### Is my silicon not sp³ after all?

**Question.** I learned that silicon forms four equal sp³ bonds, each one part s and three parts p. I have now projected the filled states of the crystal onto atomic orbitals, and the result looks different. The s part lies far below the p part, and there is more than one s electron for every three p electrons. Have the atoms kept their separate s and p shells, or is the sp³ picture still right?

Calculated values. OpenMX 3.8.5, LDA density-functional theory for crystalline silicon (two-atom cell), with the OpenMX 2013 LDA pseudopotentials, standard basis, 9×9×9 k mesh (12×12×12 for the density of states) and Fermi-Dirac smearing of 0.05 eV. Electrons are Mulliken projections of the filled states, with the energy window starting at -12 eV; band centres are relative to the valence top.

| projection name | projection electrons (e) | projection band centre (eV) |
| --- | --- | --- |
| Si1_s | 1.300 | -8.080 |
| Si1_p | 2.500 | -3.570 |
| Si1_d | 0.200 | -3.630 |
| Si2_s | 1.300 | -8.080 |
| Si2_p | 2.500 | -3.570 |
| Si2_d | 0.200 | -3.630 |

**Answer.** The sp³ picture survives, but one common reading of it does not. The bonds are not independent of each other, and the separation you noticed is what their interaction looks like.

In the table, "projection electrons" is the share of the filled states assigned to one kind of orbital on one atom. "Projection band centre" is the average energy of that share, measured from the top of the valence band. The two atoms are equivalent, so one of them tells the whole story. The small d share isn't an occupied 3d shell: it comes from extra functions in the basis that let the s and p orbitals deform.

**Two simple pictures**

Suppose first that the atoms had kept their shells. Each would then hold two s and two p electrons, and the two levels would lie as far apart as in the free atom, roughly 7 eV (a recalled value). The table has 1.3 s electrons and a separation of 4.51 eV, so neither matches. That alone doesn't decide the matter, because the count depends on the basis, and bonding among the p orbitals alone would also bring the centres closer. The band gap found in the same run does decide it. With both s levels of the cell full, only four electrons would be left for three bonding p bands that meet at the zone centre and can hold six. Filled and empty states would then touch there, and no gap could open.

Now take the tempting picture of four identical, independent sp³ bonds. All filled states would then have the same energy, so the s centre and the p centre would have to coincide. That holds however the charge is divided among the orbitals. A separation of 4.51 eV therefore rules this picture out, although the exact size of the separation does depend on the basis.

It is easy to go one step too far here and conclude that silicon has no sp³ bonds. The centres test whether the bonds are independent. They don't test whether the filled states can be built from sp³ bonds.

**Why the bonds interact**

Two energies are enough to see what happens. Let $D$ be the depth of the atomic s level below the p level, about 7 eV, and let $V$ be the coupling between the two hybrids that face each other along a bond, about 4.4 eV. Both are rough recalled values, chosen without adjustment to the table. With the atomic p level as zero, a single bond has the energy $-V$ as long as $D$ is ignored.

Four bonds meet at each atom, and each contains a piece of the same s orbital. If the bonds combine in phase there, their p parts cancel and their s parts add up, so the state gains from the deep s level. If they combine so that the s parts cancel, a pure p state is left and gains nothing. The bonds thus spread into bands that are rich in s at the bottom and rich in p at the top.

The size of the effect follows from counting. The two-atom cell has four filled bands, and in this simple model two of them contain no s at all. In the other two, the s content is $(1+c)/2$ and $(1-c)/2$, where $c$ is the magnitude of the average of the four phase factors between an atom and its neighbours. Over all waves in the crystal the mean square of $c$ is 1/4, so $c=1/2$ can stand for the average, and the s contents become 3/4 and 1/4.

Each band sinks by $D$ times its s content. Weighting these shifts by the s content gives the s centre:

$$-V-D\left(\tfrac34\cdot\tfrac34+\tfrac14\cdot\tfrac14\right)=-V-\tfrac58D .$$

Weighting them by the p content, which adds up to 3 over the four bands, gives the p centre:

$$-V-\frac{D}{3}\left(\tfrac14\cdot\tfrac34+\tfrac34\cdot\tfrac14\right)=-V-\tfrac18D .$$

The separation is $D/2$, or about 3.5 eV. The s:p ratio in this estimate is still exactly 1:3. Perfect sp³ bonds can therefore show well-separated s and p centres, simply because they share atoms.

**Are the bonds themselves changed?**

The deep s level can also mix some antibonding character into the filled states, which draws more s into them. With $c=1/2$ again, the s-containing filled bands have the energies

$$E=-\frac D2-\sqrt{\frac{D^2}{4}+V^2\pm\frac{DV}{2}},$$

and the s content of each is $-\mathrm dE/\mathrm dD$, the rate at which it sinks when the s level is lowered. With the same $D$ and $V$, the separation grows to 4.1 eV and the s count to 1.6 electrons per atom.

A polar molecule such as lithium hydride shows the same competition in simpler form. Two unequal levels are coupled, and the filled orbital leans towards the deeper one, the more so the weaker the coupling. The likeness ends there, because in the molecule charge moves from one atom to the other. In silicon the balance shifts between s and p, and both atoms stay neutral.

Can your numbers tell rigid sp³ bonds from bonds with this extra s? Not firmly. The separation in the table is closer to the second estimate, but the two estimates differ by only about 0.6 eV. Changing $D$ by 1 eV moves the second one by about 0.7 eV, and couplings between the atoms that this model leaves out could shift the separation as well.

The electron count doesn't settle it either. The table's 1.3 s electrons lie about midway between the 1 of rigid bonds and the 1.6 of the fuller model. These are Mulliken shares, which divide the charge between overlapping orbitals by a convention and move with the basis. Theory does favour some extra s, since nothing in the crystal's symmetry forbids the mixing in general, but its amount can't be read from this count.

**Where the model fails**

The model gets the distance between the centres about right, but not their positions. It puts the s centre at -4.8 eV and the p centre at -0.6 eV from the valence top, while the table has -8.08 and -3.57 eV. Both are about 3 eV too high.

The likely reason is that the model couples neighbouring atoms only along the bond between them, which leaves its pure p bands without any width. In the real crystal, p orbitals also couple in other ways, and their bands spread. The valence top is the upper edge of that spread, so it moves up and leaves both centres further below it. A shift of the zero moves both centres equally, which would explain why the separation suffers much less than the positions.

**What to take from it**

For a related crystal, compare the atomic step with the bond coupling. Diamond has much stronger bonds relative to its step, so the model puts it closer to the ideal 1:3 count. Germanium has a somewhat larger step and longer, weaker bonds, which should move it towards the atomic count of two s electrons.

If you use such projections to compare silicon samples or films, keep the basis the same throughout, or a change in the s:p count may only reflect the change of basis. And don't take the count as a measure of hybridisation. The separated centres tell you something sturdier: silicon's bonds interact through the atoms they share, so s character gathers towards the bottom of the filled bands and p character towards the top.
